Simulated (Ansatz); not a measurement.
# The 2H-MoS2 bilayer (2H stacking) under a gate, part 2 of 4

Aim: charge, voltage and capacitance of the 2H-MoS2 bilayer (2H stacking) in a field-effect set-up.

Ansatz 0.2.0; plane-wave DFT, PBE-D3(BJ), Ansatz PAW (the session's first sound run).

So far. Step 2 (Relaxation): The lattice constant a goes from 3.180 to 3.152 Å.

## 3. Gated layer, added electrons 0, start network

The slab is cut off from its images along the normal. A charged sheet stands for each gate, the layer takes the opposite charge, and a barrier ahead of the sheet keeps electrons from leaking to it. The uncharged case sets the zero; a dense mesh is needed because few carriers fill a small part of the zone.

The cell differs from the one that the last finished run ended in (c 50.025 → 48.695 Å).

File input.yaml:

```yaml
crystal:
  lattice:
    - [3.1517749565, 0.0, 0.0]
    - [-1.5758874782, 2.7295171793, 0.0]
    - [0.0, 0.0, 48.69480714]
  atoms:
    - { symbol: S, position: [0.3333333333, 0.6666666667, 0.4055873955] }
    - { symbol: Mo, position: [0.0, 0.0, 0.4377791802] }
    - { symbol: S, position: [0.3333333333, 0.6666666667, 0.4699396191] }
    - { symbol: S, position: [0.0, 0.0, 0.5300603809] }
    - { symbol: Mo, position: [0.3333333333, 0.6666666667, 0.5622208198] }
    - { symbol: S, position: [0.0, 0.0, 0.5944126045] }
  periodic: [true, true, false]
  symmetry: { detect: true }
kpoints:
  mp_grid: { grid: [54, 54, 1] }
  band_path:
    path: [[0, 0, 0], [0.5, 0, 0], [0.33333333, 0.33333333, 0], [0, 0, 0]]
    npoints: 16
hamiltonian:
  xc: pbe
  dispersion: d3bj
scf:
  occupations: { method: fermi_dirac, width: 0.02585 }
  convergence: { dr2_threshold: 1.0e-10 }
output:
  forces: true
  eigenvalues: true
  dos: { projected: true, e_range: [-3, 3], de: 0.01 }
  write_potential: true
  write_density: true
  volumetric_format: npy
  elf: true
external_charges:
  - { charge: 0, barrier: 10, axis: 3, height: 32.445, sigma: 0.25 }
```

Launch:

```sh
$ ansatz run input.yaml --threads 4 --pin off --max-ram 16384MiB --backend cpu --events-out ev --progress --plain --runs-dir out
```

Numbers of over 12 decimals in the logs are rounded to 6 here.

The log of the run:

```text
[...]
Crystal: 6 atoms, lattice volume = 418.913 Å³
Basis set: ecut = 420 eV, 8095 PW (Γ), exchange–correlation on 48×48×720 points (8 copies of the dense FFT grid, shifted against one another)
Bands: 32, of which v1, the nominal top of the filled ones, is band 26 counted from 1 (25 counted from 0)
Symmetry: 6 space group operations
k-points: 271 of 2916 (time reversal used)
[...]
SCF iter   1: F=—  HF=-13527.785850 eV  |F-HF|=—  |Δ(HF+E_count)|=         —  Δρ=2.97e-3  dr2=8.35e-2  ethr=1.77e-3  ⟨swp⟩=16.5  Hψ=73281  notcnv=0
[...]
SCF iter  14: F=-13527.798197 eV  HF=-13527.798197 eV  |F-HF|=6.91e-11  |Δ(HF+E_count)|=  8.00e-11  Δρ=6.52e-8  dr2=4.50e-11  ethr=1.00e-12  ⟨swp⟩=9.4  Hψ=56014  notcnv=0
SCF 1 converged in 14 iterations: F = -13527.798197 eV  dr2 = 4.50e-11
[...]
NSCF: frozen V_eff on 49 k-points
SCF converged after 14 iterations
Free energy (F): -13527.798197 eV
[...]
Internal energy: -13527.798197 eV  (E = F + TS)
E sigma→0 (E₀):  -13527.798197 eV
Fermi energy:    -4.830586 eV
[...]
--- Forces (eV/Å), atoms and charges each counted from 1 ---
  atom   1  S      0.00000000     0.00000000     0.00008747
  atom   2  Mo    -0.00000000     0.00000000     0.00064428
  atom   3  S      0.00000000     0.00000000    -0.00015576
  atom   4  S     -0.00000000    -0.00000000     0.00025442
  atom   5  Mo     0.00000000    -0.00000000    -0.00206083
  atom   6  S     -0.00000000    -0.00000000    -0.00293714
  external charge   1     0.00000000     0.00000000     0.00416724
  max |Σ_I F_I| component, the external charges' with the atoms': 3.21e-7 eV/Å
--- Band table (eV; the first three rows and the last of 271) ---
  k-point 0: bands = [... 22 lower, -7.3506, -7.1952, -6.1752, -5.4127, -3.0927, -3.0927, -3.0691, -3.0691, ... 2 higher]
  k-point 1: bands = [... 22 lower, -7.3411, -7.1354, -6.1755, -5.4197, -3.0996, -3.0845, -3.0779, -3.0589, ... 2 higher]
  k-point 2: bands = [... 22 lower, -7.3150, -7.0385, -6.1766, -5.4411, -3.1191, -3.1027, -3.0612, -3.0288, ... 2 higher]
  k-point 270: bands = [... 22 lower, -8.0591, -8.0588, -5.9706, -5.8708, -4.1281, -4.1280, -3.1989, -2.6095, ... 2 higher]
```

The job ended after 3.2 min (4 threads of Arm Neoverse V1, shared host; peak memory 2.6 GiB; 13 min of CPU time).

This step gave:

| Property | Result |
| --- | --- |
| gap on the k-mesh | 1.206 eV |
| gap along the path | 1.211 eV |
| smallest direct gap along the path | 1.743 eV |
| gap, the smaller of path and mesh | 1.206 eV |
| potential beyond the upper barrier and gate, less the barrier, from the Fermi level | 4.819 eV |

Running mean over a fixed 2.6 Å (it still follows the layers) of the planar mean; beyond a gate it holds the 10 eV model barrier. Electron's electrostatic potential energy less the Fermi level against z:

```
z (Å)  electron's electrostatic potential energy less the Fermi level (eV)
    4                                                                 4.84
    5                                                                 4.84
    6                                                                 4.84
    7                                                                 4.84
    8                                                                 4.84
    9                                                                 4.84
   10                                                                 4.84
   11                                                                 4.84
   12                                                                 4.84
   13                                                                 4.84
   14                                                                 4.84
   15                                                                 4.84
   16                                                                 4.84
   17                                                                 4.78
   18                                                                 3.39
   19                                                                -1.68
   20                                                                -8.28
   21                                                                -12.1
   22                                                                -12.1
   23                                                                -5.26
   24                                                                -1.02
   25                                                                -1.86
   26                                                                -7.78
   27                                                                -12.2
   28                                                                -12.2
   29                                                                -5.67
   30                                                               -0.111
   31                                                                 4.41
   32                                                                 8.07
   33                                                                 12.0
   34                                                                 14.7
   35                                                                 14.8
   36                                                                 14.8
   37                                                                 14.8
   38                                                                 14.8
   39                                                                 14.8
   40                                                                 14.8
   41                                                                 14.8
   42                                                                 14.8
   43                                                                 14.8
   44                                                                 14.8
```

The density of states has structure finer than the step of the table below, so its rows give means over 0.1 eV, whole bins alone (the curve runs from -3 to 1.62 eV). Peaks (eV: height): -2.89: 8.69, -1.89: 12.2, -1.35: 5.99, 1.26: 13.6, 1.30: 13.1, 1.33: 11.9, 1.50: 12.0.

Table of density of states by energy, zero at the Fermi level of the run, which the smearing sets inside the gap; means over each step:

```
energy (eV)  density of states (states/eV a cell)
       -2.9                                  8.36
       -2.8                                  6.63
       -2.7                                  5.20
       -2.6                                  5.07
       -2.5                                  4.33
       -2.4                                  4.57
       -2.3                                  4.69
       -2.2                                  3.84
       -2.1                                  2.96
       -2.0                                  4.16
       -1.9                                  9.12
       -1.8                                  6.03
       -1.7                                  5.21
       -1.6                                  4.65
       -1.5                                  4.22
       -1.4                                  4.07
       -1.3                                  2.32
       -1.2                                  1.49
       -1.1                                 0.840
       -1.0                                 0.355
       -0.9                                 0.307
       -0.8                                 0.309
       -0.7                                 0.320
       -0.6                                 0.224
       -0.5                                     0
       -0.4                                     0
       -0.3                                     0
       -0.2                                     0
       -0.1                                     0
        0.0                                     0
        0.1                                     0
        0.2                                     0
        0.3                                     0
        0.4                                     0
        0.5                                     0
        0.6                                 0.335
        0.7                                  2.00
        0.8                                  2.84
        0.9                                  3.98
        1.0                                  4.46
        1.1                                  5.43
        1.2                                  8.93
        1.3                                  11.4
        1.4                                  6.19
        1.5                                  9.61
```

Projected DOS per atom over height of the atomic layer and energy from the Fermi level. Layers: S Mo S S Mo S from below.

Values in states/eV, 22 rows by 6 columns, each cell a mean:
```
1.00 2.86 0.72 0.72 2.87 1.01
0.84 3.03 0.63 0.63 3.02 0.84
0.51 2.05 0.43 0.43 2.05 0.51
0.28 1.27 0.36 0.36 1.26 0.28
0.13 0.53 0.18 0.18 0.53 0.13
0.00 0.00 0.00 0.00 0.00 0.00
0.00 0.00 0.00 0.00 0.00 0.00
0.00 0.00 0.00 0.00 0.00 0.00
0.00 0.00 0.00 0.00 0.00 0.00
0.00 0.00 0.00 0.00 0.00 0.00
0.00 0.04 0.03 0.03 0.04 0.00
0.01 0.08 0.07 0.07 0.08 0.01
0.01 0.13 0.07 0.07 0.13 0.01
0.07 0.54 0.13 0.13 0.54 0.07
0.32 1.28 0.28 0.28 1.28 0.32
0.42 1.53 0.42 0.42 1.53 0.42
0.79 2.17 0.69 0.69 2.17 0.79
0.64 0.62 0.51 0.51 0.62 0.64
0.91 0.30 0.92 0.92 0.30 0.91
0.90 0.41 0.91 0.91 0.41 0.90
1.05 0.62 0.99 0.99 0.62 1.05
1.46 1.04 1.40 1.40 1.04 1.46
```
Columns: height of the atomic layer (Å) from 19.8 to 28.9 (not evenly spaced); rows upwards: energy from the Fermi level (eV) from -2.98 to 1.62.

Electronic bands along the path, in eV, zero at the Fermi level of the run, which the smearing sets inside the gap:

```
  point  band 23  band 24  band 25  band 26  band 27  band 28  band 29  band 30
      Γ    -2.52    -2.36    -1.34    -0.58     1.74     1.74     1.76     1.76
halfway    -2.62    -2.25    -1.88    -1.80     0.94     1.26     1.34     1.39
      M    -2.06    -1.93    -1.78    -1.71     1.26     1.29     1.70     1.86
halfway    -3.15    -2.88    -1.44    -1.34     1.12     1.19     1.96     2.08
      K    -3.23    -3.23    -1.14    -1.04     0.70     0.70     1.63     2.22
halfway    -2.18    -2.09    -1.89    -1.88     0.63     1.05     1.39     1.54
      Γ    -2.52    -2.36    -1.34    -0.58     1.74     1.74     1.76     1.76
```

Electrostatic potential energy in the ca plane at fractional y = 0.667, with atoms of S and Mo within 0.2 Å of it. With pseudopotentials it is smooth inside the atoms' cores, unlike the true potential.

Ten even steps from '0' (-51 eV) to '9' (0 eV), each cell a mean:
```
99999999999999999999998655789999999877888888
99999999999999999999998655789999999877888888
99999999999999999998888777788889999988887667
99999999999999999974236888863258999999851014
99999999999999999951214888731226999999720001
99999999999999999851313888722226999999720001
99999999999999999973226888852247999999851003
99999999999999999998778777887789999988876567
```
Columns run along c (16.0 Å, from fractional 0.26 to 0.59 of the cell; values clipped at the 3rd and 97th percentile), rows up along a (3.2 Å). Atoms in or near the plane, at fractional coordinates: S at (0.41, 0.33), S at (0.47, 0.33), Mo at (0.56, 0.33).

ELF in the ca plane at fractional y = 0.667, with atoms of S and Mo within 0.2 Å of it. It is the smooth field of the valence electrons, not physical close to the nuclei.

Ten even steps from '0' (0.00) to '9' (0.94), each cell a mean:
```
00000000000000000012331233123321015788753224
00000000000000000012221233112210015788753235
00000000000000012467775222257775102577632222
00000000000000147899888422588899600234335763
00000000000001368997237522673289820012257576
00000000000001368997137522672179820012257566
00000000000000247998788522587799610134336774
00000000000000013578875222368876202566532322
```
Columns run along c (16.0 Å, from fractional 0.26 to 0.59 of the cell), rows up along a (3.2 Å). Atoms in or near the plane, at fractional coordinates: S at (0.41, 0.33), S at (0.47, 0.33), Mo at (0.56, 0.33).

Valence density in the ca plane at fractional y = 0.667, with atoms of S and Mo within 0.2 Å of it. It is the smooth field of the valence electrons, not physical close to the nuclei.

Ten steps, logarithmic in the rise over the least value, from '0' (0.0 e/Å³) to '9' (6.4 e/Å³), each cell a mean:
```
00000000000000000012333455433321112344443334
00000000000000000012233455433221112344443333
00000000000000000124444444444432111334444544
00000000000000001245665433456654211223457886
00000000000000001356456433465565311122479998
00000000000000001356456433465465311122479998
00000000000000001345665433456654211123458986
00000000000000000134444444445443111234445554
```
Columns run along c (16.0 Å, from fractional 0.26 to 0.59 of the cell), rows up along a (3.2 Å). Atoms in or near the plane, at fractional coordinates: S at (0.41, 0.33), S at (0.47, 0.33), Mo at (0.56, 0.33).

The gap, the smaller of path and mesh, is 1.206 eV.

## 4. Gated layer, added electrons 1×10¹³ per cm², start atoms

input.yaml, the sections that differ from step 3:

```yaml
total_charge: -0.008603
kpoints:
  mp_grid: { grid: [54, 54, 1] }
output:
  forces: true
  eigenvalues: true
  write_potential: true
  write_density: true
  volumetric_format: npy
external_charges:
  - { charge: 0, barrier: 10, axis: 3, height: 32.445, sigma: 0.25 }
  - { charge: 0.008603, axis: 3, height: 33.945, sigma: 0.5 }
# crystal, hamiltonian, scf: as in step 3
```

The log of the run:

```text
[...]
Crystal: 6 atoms, lattice volume = 418.913 Å³
Basis set: ecut = 420 eV, 8095 PW (Γ), exchange–correlation on 48×48×720 points (8 copies of the dense FFT grid, shifted against one another)
Bands: 33, of which v1, the nominal top of the filled ones, is band 26 counted from 1 (25 counted from 0)
Symmetry: 6 space group operations
k-points: 271 of 2916 (time reversal used)
[...]
SCF iter   1: F=—  HF=-13530.682880 eV  |F-HF|=—  |Δ(HF+E_count)|=         —  Δρ=4.45e-2  dr2=1.26e1  ethr=3.10e-3  ⟨swp⟩=20.6  Hψ=83469  notcnv=0
[...]
SCF iter  18: F=-13527.831836 eV  HF=-13527.831836 eV  |F-HF|=1.42e-10  |Δ(HF+E_count)|=  1.64e-10  Δρ=3.94e-8  dr2=1.98e-11  ethr=1.00e-12  ⟨swp⟩=8.9  Hψ=58113  notcnv=0
SCF 1 converged in 18 iterations: F = -13527.831836 eV  dr2 = 1.98e-11
[...]
WARN: The output density's exchange-correlation potential varies sharply where the density is thin. Do not read a vacuum level from v_tot or v_xc, or from such a field of the output density. On a cell that repeats whose density bears no net charge and no dipole along the vacuum's axis use v_es (v_loc + v_h of the components); under efield.dipole_correction with no amplitude use v_es + v_field, which holds any externa [...]
SCF converged after 18 iterations
Free energy (F): -13527.831836 eV
[...]
Internal energy: -13527.831015 eV  (E = F + TS)
E sigma→0 (E₀):  -13527.831425 eV
Entropy (-TS):   -0.000821 eV (-0.137 meV/atom)
Fermi energy:    -3.891254 eV
[...]
--- Forces (eV/Å), atoms and charges each counted from 1 ---
  atom   1  S      0.00000000     0.00000000    -0.00352010
  atom   2  Mo     0.00000000     0.00000000     0.00076971
  atom   3  S      0.00000000     0.00000000     0.00482902
  atom   4  S     -0.00000000    -0.00000000    -0.01364001
  atom   5  Mo    -0.00000000    -0.00000000     0.01158055
  atom   6  S     -0.00000000    -0.00000000    -0.00389762
  external charge   1     0.00000000     0.00000000     0.00465603
  external charge   2     0.00000000     0.00000000    -0.00077816
  max |Σ_I F_I| component, the external charges' with the atoms': 5.82e-7 eV/Å
--- Band table (eV; the first three rows and the last of 271) ---
  k-point 0: bands = [... 22 lower, -6.9684, -6.8455, -5.8219, -5.0513, -2.7554, -2.7554, -2.6877, -2.6877, ... 3 higher]
  k-point 1: bands = [... 22 lower, -6.9759, -6.7823, -5.8221, -5.0582, -2.7631, -2.7462, -2.6957, -2.6786, ... 3 higher]
  k-point 2: bands = [... 22 lower, -6.9553, -6.6843, -5.8232, -5.0796, -2.7851, -2.7198, -2.7182, -2.6531, ... 3 higher]
  k-point 270: bands = [... 22 lower, -7.7290, -7.6736, -5.6198, -5.5001, -3.8003, -3.7339, -2.8432, -2.2509, ... 3 higher]
```

Elapsed: 3.7 min, on 4 threads; peak memory 2.6 GiB; 15 min of CPU time.

Numbers from this step:

```
energy at zero smearing                                                             : -13527.8314 eV
potential beyond the upper barrier and gate, less the barrier, from the Fermi level : 3.483 eV
```

Against the uncharged case this takes +1.34 V.

## 5. Gated layer, added electrons 3×10¹³ per cm², start atoms

input.yaml, as its differences from that of step 4:

```diff
@@ -14,3 +14,3 @@
   symmetry: { detect: true }
-total_charge: -0.008603
+total_charge: -0.025808
 kpoints:
@@ -31,2 +31,2 @@
   - { charge: 0, barrier: 10, axis: 3, height: 32.445, sigma: 0.25 }
-  - { charge: 0.008603, axis: 3, height: 33.945, sigma: 0.5 }
+  - { charge: 0.025808, axis: 3, height: 33.945, sigma: 0.5 }
```

The log of the run:

```text
[...]
Crystal: 6 atoms, lattice volume = 418.913 Å³
Basis set: ecut = 420 eV, 8095 PW (Γ), exchange–correlation on 48×48×720 points (8 copies of the dense FFT grid, shifted against one another)
Bands: 33, of which v1, the nominal top of the filled ones, is band 26 counted from 1 (25 counted from 0)
Symmetry: 6 space group operations
k-points: 271 of 2916 (time reversal used)
[...]
--- Band table (eV; the first three rows and the last of 271) ---
  k-point 0: bands = [... 22 lower, -6.2110, -6.1503, -5.1205, -4.3306, -2.0834, -2.0834, -1.9374, -1.9374, ... 3 higher]
  k-point 1: bands = [... 22 lower, -6.2199, -6.0747, -5.1207, -4.3375, -2.0916, -2.0739, -1.9452, -1.9310, ... 3 higher]
  k-point 2: bands = [... 22 lower, -6.2434, -5.9755, -5.1214, -4.3586, -2.1151, -2.0461, -1.9671, -1.9209, ... 3 higher]
  k-point 270: bands = [... 22 lower, -7.0539, -6.9243, -4.9342, -4.7526, -3.1253, -2.9743, -2.1418, -1.5339, ... 3 higher]
[key lines of the parts left out:]
SCF converged after 17 iterations
Free energy (F): -13527.880552 eV
Fermi energy:    -3.158757 eV
```

Wall time 3.3 min (4 threads); peak memory 2.6 GiB.

Against the uncharged case this takes +2.83 V.

## 6. Gated layer, added electrons 6×10¹³ per cm², start atoms

input.yaml, as its differences from that of step 5:

```diff
@@ -14,3 +14,3 @@
   symmetry: { detect: true }
-total_charge: -0.025808
+total_charge: -0.051617
 kpoints:
@@ -31,2 +31,2 @@
   - { charge: 0, barrier: 10, axis: 3, height: 32.445, sigma: 0.25 }
-  - { charge: 0.025808, axis: 3, height: 33.945, sigma: 0.5 }
+  - { charge: 0.051617, axis: 3, height: 33.945, sigma: 0.5 }
```

The log of the run:

```text
[...]
Crystal: 6 atoms, lattice volume = 418.913 Å³
Basis set: ecut = 420 eV, 8095 PW (Γ), exchange–correlation on 48×48×720 points (8 copies of the dense FFT grid, shifted against one another)
Bands: 33, of which v1, the nominal top of the filled ones, is band 26 counted from 1 (25 counted from 0)
Symmetry: 6 space group operations
k-points: 271 of 2916 (time reversal used)
[...]
--- Band table (eV; the first three rows and the last of 271) ---
  k-point 0: bands = [... 22 lower, -5.1129, -5.1129, -4.0821, -3.2641, -1.0704, -1.0704, -0.8684, -0.8684, ... 3 higher]
  k-point 1: bands = [... 22 lower, -5.1218, -5.0202, -4.0820, -3.2709, -1.0792, -1.0609, -0.8785, -0.8703, ... 3 higher]
  k-point 2: bands = [... 22 lower, -5.1483, -4.9229, -4.0819, -3.2916, -1.1046, -1.0332, -0.9090, -0.8818, ... 3 higher]
  k-point 270: bands = [... 22 lower, -6.0347, -5.8338, -3.9090, -3.6585, -2.1024, -1.8753, -1.1075, -0.4712, ... 3 higher]
[key lines of the parts left out:]
SCF converged after 16 iterations
Free energy (F): -13527.909805 eV
Fermi energy:    -2.103429 eV
```

It took 3.4 min on 4 threads; peak memory 2.6 GiB; 13 min of CPU time.

Against the uncharged case this takes +4.99 V.

[end of part 2 of 4]

[Logs are printed without paths, hosts, clocks, repeated set-up lines and the standing remarks that a program may print on its own settings, such as how far it seeks lower states.]

[Hosts, paths, dates, database ids (printed as entryN), source tags and the programs' standing remarks are cut or masked in the printed files.]

[Maps of the electrostatic potential energy from Ansatz leave out the sawtooth potential of an applied field or a dipole correction, so their vacuum need not be flat; planar profiles and work functions include it.]

[The density of states shown here was stored with 400 of the rows of the run's finer table, so its peaks can read low, often by over a quarter, or be missed, and its means over a window can be off by a tenth or more.]
